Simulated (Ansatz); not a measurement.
# InSb: strong compression, part 2 of 2

Aim: compress InSb (rocksalt type) step by step, far beyond the usual range, and follow pressure and electronic structure. The runs shown use LAPW, crystal datasets and norm-conserving. Companion runs by PAW are cited. Its runs: the reference run (LAPW); volume scaled by 1 (crystal datasets and norm-conserving); volume scaled by 0.94 (LAPW and norm-conserving); volume scaled by 0.88 (LAPW and norm-conserving); volume scaled by 0.8 (LAPW); volume scaled by 0.72 (LAPW and crystal datasets); volume scaled by 0.64 (LAPW and crystal datasets); volume scaled by 0.55 (LAPW, crystal datasets and norm-conserving).

Ansatz 0.2.0; DFT PBE; a cell built from a prototype (rocksalt type), not taken from measurement. «Crystal datasets» are all-electron PAW datasets made for this crystal.

### 13 Volume scaled by 0.64, crystal datasets

File input.yaml:

```yaml
crystal:
  lattice:
    - [0.0, 2.64996628, 2.64996628]
    - [2.64996628, 0.0, 2.64996628]
    - [2.64996628, 2.64996628, 0.0]
  atoms:
    - { symbol: In, position: [0.0, 0.0, 0.0] }
    - { symbol: Sb, position: [0.5, 0.5, 0.5] }
kpoints:
  mp_grid: { grid: [11, 11, 11] }
scf:
  occupations: { method: fermi_dirac, width: 0.05 }
hamiltonian:
  xc: pbe
  pseudopotentials: { kind: all_electron, datasets: crystal }
output:
  forces: true
  stress: true
  eigenvalues: true
```

On the command line:

```sh
$ ansatz run input.yaml --threads 1 --pin off --max-ram 2048MiB --backend cpu --events-out ev --progress --plain --runs-dir out
```

The log of the run, shortened:

```text
[...]
Pseudopotentials: kind: all_electron
Pseudopotential: In, paw, valence charge 21, recommended cutoff 280 eV (normal), Koelling and Harmon's equation, gaussian nucleus
Pseudopotential: Sb, paw, valence charge 23, recommended cutoff 280 eV (normal), Koelling and Harmon's equation, gaussian nucleus
Functional definition: PBE
[...]
Crystal: 2 atoms, lattice volume = 37.218 Å³
[...]
       63.031100      -0.000000       0.000000
        0.000000      63.031100       0.000000
        0.000000       0.000000      63.031100
  P = ⅓ Tr σ = 63.0311 GPa (630.311 kbar)
  It holds what live shells' own plane waves past their cutoff add
--- Band table (eV; the first three rows and the last of 56) ---
  k-point 0: bands = ["-7.7121", "-7.7121", "-7.6473", "-7.6473", "-7.6473", "6.1766", "6.1766", "6.1974", "6.1974", "6.1974", "6.9303", "21.4863", "21.4863", "21.4863", "25.5216", "27.9806"]
[...]
```

It took 11 s on 1 thread of Arm Neoverse V1, shared host; peak memory 0.56 GiB.

This run gives: pressure 63.03 GPa; no gap.

### 14 Volume scaled by 0.55, LAPW

File input.yaml:

```yaml
crystal:
  lattice:
    - [0.0, 2.5194239464, 2.5194239464]
    - [2.5194239464, 0.0, 2.5194239464]
    - [2.5194239464, 2.5194239464, 0.0]
  atoms:
    - { symbol: In, position: [0.0, 0.0, 0.0] }
    - { symbol: Sb, position: [0.5, 0.5, 0.5] }
kpoints:
  mp_grid: { grid: [11, 11, 11] }
  band_path:
    path:
      - [0.0, 0.0, 0.0]
      - [0.5, 0.0, 0.5]
      - [0.625, 0.25, 0.625]
      - [0.375, 0.375, 0.75]
      - [0.0, 0.0, 0.0]
      - [0.5, 0.5, 0.5]
      - [0.5, 0.25, 0.75]
      - [0.5, 0.0, 0.5]
    npoints: 8
scf:
  occupations: { method: fermi_dirac, width: 0.05 }
hamiltonian:
  xc: pbe
  pseudopotentials: { kind: all_electron, lapw: { basis_error: 0.001 } }
output:
  forces: true
  stress: true
  eigenvalues: true
  populations: true
  dos: { projected: true, de: 0.2, e_range: [-14, 8] }
```

On the command line:

```sh
$ ansatz run input.yaml --threads 1 --pin off --max-ram 2048MiB --backend cpu --events-out ev --progress --plain --runs-dir out
```

The log of the run:

```text
In: projections on atomic orbitals take those of the free atom 1s2 2s2 2p6 3s2 3p6 3d10 4s2 4p6 4d10 5s2 5p1, of charge +0.00 (hamiltonian.pseudopotentials.projection_atoms)
Sb: projections on atomic orbitals take those of the free atom 1s2 2s2 2p6 3s2 3p6 3d10 4s2 4p6 4d10 5s2 5p3, of charge +0.00 (hamiltonian.pseudopotentials.projection_atoms)
LAPW: plane waves up to 9.316 Å⁻¹, error target 1.0e-3 eV per atom; small_component_spin mean_spin; In in spheres of 1.261 Å, 31 of its electrons in bands, Dirac shells []; Sb in spheres of 1.258 Å, 23 of its electrons in bands, Dirac shells []
Engine: ansatz 0.2.0
[... 1 set-up line as earlier in the session ...]
Pseudopotential: In, LAPW, valence charge 31, Koelling and Harmon's equation, gaussian nucleus
Pseudopotential: Sb, LAPW, valence charge 23, Koelling and Harmon's equation, gaussian nucleus
[... 1 set-up line as earlier in the session ...]
  parameter kappa = 0.804
  parameter beta = 0.06672455060314922
  exchange = pbe_x(kappa = kappa, mu = beta*pi^2/3)
  correlation = pbe_c(beta = beta)
Crystal: 2 atoms, lattice volume = 31.984 Å³
Basis set: ecut = 330.69503680035984 eV, 411 PW (Γ), exchange–correlation at level 2
Bands: 33, of which v1, the nominal top of the filled ones, is band 27 counted from 1 (26 counted from 0)
Symmetry: 48 space group operations
Space group: Fm-3m (ITA 225), of the structure as read, at distance tolerance 3.2e-5 Å
k-points: 56 of 1331
Non-local potential: In, projectors of the file, none
Non-local potential: Sb, projectors of the file, none
Initial density: superposition of atomic densities (chi_scale 0.1, normalization cell, long waves kept (reshape's long-wave potential 0.00 eV rms))
Initial wavefunctions: plane waves of lowest kinetic energy (no species holds an atomic orbital)
Functional: x = pbe(κ = 0.804, μ = 0.2195149727645171), c = pbe(β = 0.06672455060314922)
iter 1 solved again at ethr=3.98e-4 eV; its pass at ethr=1.00e-1 eV (dr2=2.15e-1 eV) is discarded
SCF iter   1: F=—  HF=-336408.706538 eV  |F-HF|=—  |Δ(HF+E_count)|=         —  Δρ=2.54e-2  dr2=2.15e-1  ethr=3.98e-4  ⟨swp⟩=2.8  Hψ=11802  notcnv=0
preconditioner: auto → Kerker (q_TF=auto, 2.977 Å⁻¹)  [metal: Δε(μ)=0.098 eV  Ē_g=25.414 eV  σ=0.050 eV  W_gap=0.39  n_scr=14 (ndim 8)  ℏωp=34.7 eV  f_vac=0.000  D(μ)=0.60/eV (n_scr^D=0)]
SCF iter   2: F=—  HF=-336408.574414 eV  |F-HF|=—  |Δ(HF+E_count)|=   1.32e-1  Δρ=1.59e-2  dr2=9.11e-2  ethr=3.98e-4  ⟨swp⟩=2.1  Hψ=5445  notcnv=0
SCF iter   3: F=—  HF=-336408.563006 eV  |F-HF|=—  |Δ(HF+E_count)|=   1.14e-2  Δρ=1.06e-2  dr2=4.56e-2  ethr=1.69e-4  ⟨swp⟩=2.0  Hψ=5073  notcnv=0
SCF iter   4: F=—  HF=-336408.555784 eV  |F-HF|=—  |Δ(HF+E_count)|=   7.22e-3  Δρ=3.31e-3  dr2=5.22e-3  ethr=8.44e-5  ⟨swp⟩=2.0  Hψ=5153  notcnv=0
iter 5 solved again at ethr=9.21e-7 eV; its pass at ethr=9.67e-6 eV (dr2=4.97e-4 eV) is discarded
SCF iter   5: F=—  HF=-336408.555650 eV  |F-HF|=—  |Δ(HF+E_count)|=   1.34e-4  Δρ=1.02e-3  dr2=4.98e-4  ethr=9.21e-7  ⟨swp⟩=2.0  Hψ=8883  notcnv=0
SCF iter   6: F=—  HF=-336408.555117 eV  |F-HF|=—  |Δ(HF+E_count)|=   5.33e-4  Δρ=5.57e-4  dr2=6.26e-5  ethr=9.21e-7  ⟨swp⟩=2.0  Hψ=5117  notcnv=0
SCF iter   7: F=—  HF=-336408.555132 eV  |F-HF|=—  |Δ(HF+E_count)|=   1.48e-5  Δρ=1.77e-4  dr2=8.65e-6  ethr=1.16e-7  ⟨swp⟩=2.0  Hψ=5117  notcnv=0
SCF iter   8: F=—  HF=-336408.555132 eV  |F-HF|=—  |Δ(HF+E_count)|=   3.16e-7  Δρ=2.61e-5  dr2=1.56e-7  ethr=1.60e-8  ⟨swp⟩=2.1  Hψ=5121  notcnv=0
SCF iter   9: F=-336408.555132 eV  HF=-336408.555132 eV  |F-HF|=6.46e-9  |Δ(HF+E_count)|=   1.39e-8  Δρ=8.19e-6  dr2=1.39e-8  ethr=2.89e-10  ⟨swp⟩=2.3  Hψ=5144  notcnv=0
SCF 1 converged in 9 iterations: F = -336408.555132 eV  dr2 = 1.39e-8
NSCF: frozen V_eff on 57 k-points
SCF converged after 9 iterations
Free energy (F): -336408.555132 eV
Harris-Foulkes:  -336408.555132 eV  (|F-HF|=6.46e-9)
Internal energy: -336408.549235 eV  (E = F + TS)
E sigma→0 (E₀):  -336408.552183 eV
Entropy (-TS):   -0.005896 eV (-2.948 meV/atom)
Fermi energy:    26.237528 eV
--- Per-component energies (eV) ---
  E_band       = -4964.689788
  E_kinetic    = 353924.639231
  E_xc         = -9009.438030
  E_electrostatic = -681323.750436  (all electrons and nuclei)
  E_smearing   = -0.005896  (= −TS)
  E_closure    = 0.000000  (closes the sum)
  E_atoms      = -336407.490643  (free atoms, spherical and without spin; not in F)
  Σ components = -336408.555132   (vs F -336408.555132, Δ=0.00e0)
  Basis errors (estimates in eV, not in F): energy 3.2e-4 per atom: plane waves 3.1e-4 (1.7e-4 summed), levels above the bands 2.4e-65, relativity 5.2e-8, radial functions 1.2e-5, core shells 3.9e-7; eigenvalues (radial functions only) 2.2e-6; not estimated: angular momenta, meshes, grids; target (lapw.basis_error) 1.0e-3; muffin-tin radii In 1.261 Å, Sb 1.258 Å
--- Forces (eV/Å), atoms counted from 1 ---
  atom   1  In    -0.00000000    -0.00000000    -0.00000000
  atom   2  Sb     0.00000000     0.00000000     0.00000000
  max |Σ_I F_I| component: 2.30e-30 eV/Å
--- Stress (GPa, compression-positive) ---
      121.463188      -0.000000       0.000000
       -0.000000     121.463188       0.000000
        0.000000       0.000000     121.463188
  P = ⅓ Tr σ = 121.4632 GPa (1214.632 kbar)
--- Band table (eV; the first three rows and the last of 56) ---
  k-point 0: bands = ["-403.3250", "-403.3250", "-403.3250", "-403.3219", "-403.3219", "-118.8435", "-90.7975", "-71.8443", "-71.8443", "-71.8443", "-49.3136", "-49.3136", "-49.3136", "-3.9319", "-3.9319", "-3.8217", "-3.8217", "-3.8217", "9.4780", "9.8195", "9.8195", "9.8195", "9.8402", "9.8402", "25.7840", "25.7840", "25.7840", "31.5554", "32.0304", "32.8689", "32.8689", "32.8689", "33.9751"]
  k-point 1: bands = ["-403.3250", "-403.3250", "-403.3250", "-403.3219", "-403.3219", "-118.8435", "-90.7975", "-71.8444", "-71.8443", "-71.8443", "-49.3139", "-49.3137", "-49.3137", "-3.9280", "-3.9280", "-3.8202", "-3.8182", "-3.8182", "9.6301", "9.8054", "9.8054", "9.8181", "9.8348", "9.8348", "24.6490", "25.8180", "25.8180", "30.8985", "32.6517", "32.8776", "32.8776", "33.4582", "33.5211"]
  k-point 2: bands = ["-403.3250", "-403.3250", "-403.3250", "-403.3219", "-403.3219", "-118.8435", "-90.7974", "-71.8445", "-71.8443", "-71.8443", "-49.3146", "-49.3139", "-49.3139", "-3.9178", "-3.9178", "-3.8163", "-3.8082", "-3.8082", "9.7237", "9.7237", "9.7411", "9.8653", "9.8653", "10.1611", "22.4009", "25.9317", "25.9317", "30.1606", "31.7915", "31.7915", "32.6972", "34.0208", "34.0208"]
  k-point 55: bands = ["-403.3250", "-403.3250", "-403.3250", "-403.3219", "-403.3219", "-118.8435", "-90.7973", "-71.8448", "-71.8447", "-71.8445", "-49.3158", "-49.3157", "-49.3151", "-3.9261", "-3.8818", "-3.8028", "-3.7884", "-3.7463", "9.0249", "9.6432", "9.7920", "9.8462", "10.0688", "16.4729", "18.2502", "18.6995", "20.1314", "29.6094", "31.8024", "32.4791", "33.2145", "39.2065", "39.6612"]
--- Löwdin populations: 2 sites ---
  site symbol       q [e]
     0     In     49.1643
     1     Sb     50.7742
  spilling = 0.000614 (of n_electrons = 100.000000)
```

Wall time 36 s (1 thread of Arm Neoverse V1, shared host); peak memory 0.45 GiB.

In short: pressure 121.46 GPa; no gap.

Levels at the path's labelled points, in eV from the Fermi level:

| point | band 24 | band 25 | band 26 | band 27 | band 28 | band 29 | band 30 |
| --- | --- | --- | --- | --- | --- | --- | --- |
| Γ | -16.40 | -0.45 | -0.45 | -0.45 | 5.32 | 5.79 | 6.63 |
| X | -9.85 | -9.11 | -4.75 | -4.75 | -2.57 | 1.80 | 11.99 |
| U | -9.98 | -8.25 | -8.13 | -3.52 | -0.17 | 5.20 | 9.35 |
| K | -9.98 | -8.25 | -8.13 | -3.52 | -0.17 | 5.20 | 9.35 |
| Γ | -16.40 | -0.45 | -0.45 | -0.45 | 5.32 | 5.79 | 6.63 |
| L | -12.71 | -10.54 | 0.69 | 0.69 | 2.18 | 2.18 | 2.61 |
| W | -9.51 | -7.47 | -7.32 | -7.32 | 4.37 | 4.99 | 6.30 |
| X | -9.85 | -9.11 | -4.75 | -4.75 | -2.57 | 1.80 | 11.99 |

States per cell in windows of 1 eV (zero at the Fermi level; grid of 0.20 eV, so sharp peaks spill over the borders):

| from | to | total | Sb 5p | In 5p | In 5s | Sb 5s |
| --- | --- | --- | --- | --- | --- | --- |
| -10 | -9 | 0.33 | 0.14 | 0.04 | 0.08 | 0.05 |
| -9 | -8 | 0.59 | 0.27 | 0.10 | 0.14 | 0.06 |
| -8 | -7 | 0.52 | 0.23 | 0.10 | 0.09 | 0.08 |
| -7 | -6 | 0.57 | 0.27 | 0.13 | 0.09 | 0.06 |
| -6 | -5 | 0.64 | 0.32 | 0.17 | 0.07 | 0.06 |
| -5 | -4 | 0.78 | 0.42 | 0.23 | 0.06 | 0.05 |
| -4 | -3 | 0.72 | 0.39 | 0.21 | 0.05 | 0.04 |
| -3 | -2 | 0.63 | 0.35 | 0.18 | 0.03 | 0.03 |
| -2 | -1 | 0.60 | 0.33 | 0.15 | 0.05 | 0.04 |
| -1 | 0 | 0.60 | 0.32 | 0.13 | 0.08 | 0.05 |
| 0 | 1 | 0.60 | 0.28 | 0.13 | 0.10 | 0.05 |
| 1 | 2 | 0.51 | 0.09 | 0.19 | 0.12 | 0.05 |
| 2 | 3 | 0.84 | 0.14 | 0.31 | 0.14 | 0.07 |
| 3 | 4 | 0.78 | 0.10 | 0.26 | 0.05 | 0.05 |
| 4 | 5 | 1.11 | 0.17 | 0.32 | 0.05 | 0.07 |

### 15 Volume scaled by 0.55, crystal datasets

File input.yaml:

```yaml
crystal:
  lattice:
    - [0.0, 2.5194239464, 2.5194239464]
    - [2.5194239464, 0.0, 2.5194239464]
    - [2.5194239464, 2.5194239464, 0.0]
  atoms:
    - { symbol: In, position: [0.0, 0.0, 0.0] }
    - { symbol: Sb, position: [0.5, 0.5, 0.5] }
kpoints:
  mp_grid: { grid: [11, 11, 11] }
scf:
  occupations: { method: fermi_dirac, width: 0.05 }
hamiltonian:
  xc: pbe
  pseudopotentials: { kind: all_electron, datasets: crystal }
output:
  forces: true
  stress: true
  eigenvalues: true
```

On the command line:

```sh
$ ansatz run input.yaml --threads 1 --pin off --max-ram 2048MiB --backend cpu --events-out ev --progress --plain --runs-dir out
```

The log of the run, shortened:

```text
[...]
[... 1 set-up line as earlier in the session ...]
Pseudopotential: In, paw, valence charge 21, recommended cutoff 320 eV (normal), Koelling and Harmon's equation, gaussian nucleus
Pseudopotential: Sb, paw, valence charge 23, recommended cutoff 320 eV (normal), Koelling and Harmon's equation, gaussian nucleus
[... 1 set-up line as earlier in the session ...]
[...]
Crystal: 2 atoms, lattice volume = 31.984 Å³
[...]
      121.462458      -0.000000       0.000000
       -0.000000     121.462458       0.000000
        0.000000       0.000000     121.462458
  P = ⅓ Tr σ = 121.4625 GPa (1214.625 kbar)
  It holds what live shells' own plane waves past their cutoff add
--- Band table (eV; the first three rows and the last of 56) ---
  k-point 0: bands = ["-3.9323", "-3.9323", "-3.8221", "-3.8221", "-3.8221", "9.4780", "9.8194", "9.8194", "9.8194", "9.8401", "9.8401", "25.7839", "25.7839", "25.7839", "31.5553", "32.0303"]
[...]
```

It took 12 s on 1 thread of Arm Neoverse V1, shared host; peak memory 0.57 GiB.

This run gives: pressure 121.46 GPa; no gap.

### 16 Volume scaled by 0.55, norm-conserving

Edit input.yaml of step 15 so:

```diff
@@ -14,3 +14,3 @@
   xc: pbe
-  pseudopotentials: { kind: all_electron, datasets: crystal }
+  pseudopotentials: { kind: nc }
 output:
```

On the command line:

```sh
$ ansatz run input.yaml --threads 1 --pin off --max-ram 2048MiB --backend cpu --events-out ev --progress --plain --runs-dir out
```

The log of the run, shortened:

```text
[...]
[... 4 set-up lines as earlier in the session ...]
[...]
Crystal: 2 atoms, lattice volume = 31.984 Å³
[...]
--- Stress (GPa, compression-positive) ---
      121.749616       0.000000       0.000000
        0.000000     121.749616      -0.000000
       -0.000000       0.000000     121.749616
  P = ⅓ Tr σ = 121.7496 GPa (1217.496 kbar)
--- Band table (eV; the first three rows and the last of 56) ---
  k-point 0: bands = ["-8.5855", "-8.5855", "-8.4773", "-8.4773", "-8.4773", "4.8065", "5.0357", "5.0357", "5.0357", "5.0574", "5.0574", "21.1274", "21.1274", "21.1274", "26.8939", "27.3605", "28.1840", "28.1840"]
[...]
```

Wall time 12 s (1 thread of Arm Neoverse V1, shared host); peak memory 0.33 GiB.

Read from it: pressure 121.75 GPa; no gap.

### 17 All runs together

Rows by PAW come from runs of the same series that aren't printed here.

```
                         method  volume over the first  volume (Å³/atom)  pressure (GPa)  SCF cycles, all passes
                           LAPW                      1            29.076           -0.01                       7
                           LAPW                   0.94            27.332            3.40                       9
                           LAPW                   0.88            25.587            8.27                       9
                           LAPW                    0.8            23.261           18.30                       9
                           LAPW                   0.72            20.935           34.87                       9
                           LAPW                   0.64            18.609           63.03                       7
                           LAPW                   0.55            15.992          121.46                       9
                            PAW                      1            29.076           -0.02                       7
                            PAW                   0.94            27.332            3.39                       7
                            PAW                   0.88            25.587            8.26                       7
                            PAW                    0.8            23.261           18.30                       7
                            PAW                   0.72            20.935           34.87                       6
                            PAW                   0.64            18.609           63.04                       6
                            PAW                   0.55            15.992          121.46                       6
            PAW (cutoff 800 eV)                   0.88            25.587            8.25                       6
PAW (partial_waves polarizable)                   0.55            15.992          121.46                       6
               crystal datasets                      1            29.076           -0.02                       8
               crystal datasets                   0.72            20.935           34.87                       9
               crystal datasets                   0.64            18.609           63.03                       9
               crystal datasets                   0.55            15.992          121.46                       9
                norm-conserving                      1            29.076            0.00                       7
                norm-conserving                   0.94            27.332            3.42                       7
                norm-conserving                   0.88            25.587            8.31                       7
                norm-conserving                   0.55            15.992          121.75                       8
```

### 18 Results

The summary covers parts 1 to 2.

| quantity | value |
| --- | --- |
| LAPW pressure at 0.55 of the volume | 121.5 GPa |
| PAW pressure at 0.55 of the volume | 121.5 GPa |
| PAW (partial_waves polarizable) pressure at 0.55 of the volume | 121.5 GPa |
| crystal datasets pressure at 0.55 of the volume | 121.5 GPa |
| norm-conserving pressure at 0.55 of the volume | 121.7 GPa |
| fitted bulk modulus at zero pressure (LAPW) | 49 GPa |
| its pressure derivative | 4.69 |

In words: At 0.55 of the starting volume LAPW gives 121 GPa. One third-order Birch-Murnaghan curve follows these points (B₀ = 49 GPa, B′ = 4.69, misfit at most 0.17 GPa). A fit over so wide a range leans to the high pressures, so B₀ can be off by several per cent. Where LAPW's pressure is over 3 GPa, PAW's departs from it by at most 0.3 %, at 0.94 of the volume. The ions are at rest, and the electrons smeared by 0.05 eV. Spin-orbit coupling is left out, though the cell holds Sb; in elements this heavy it can shift bands and gaps by tenths of an eV.
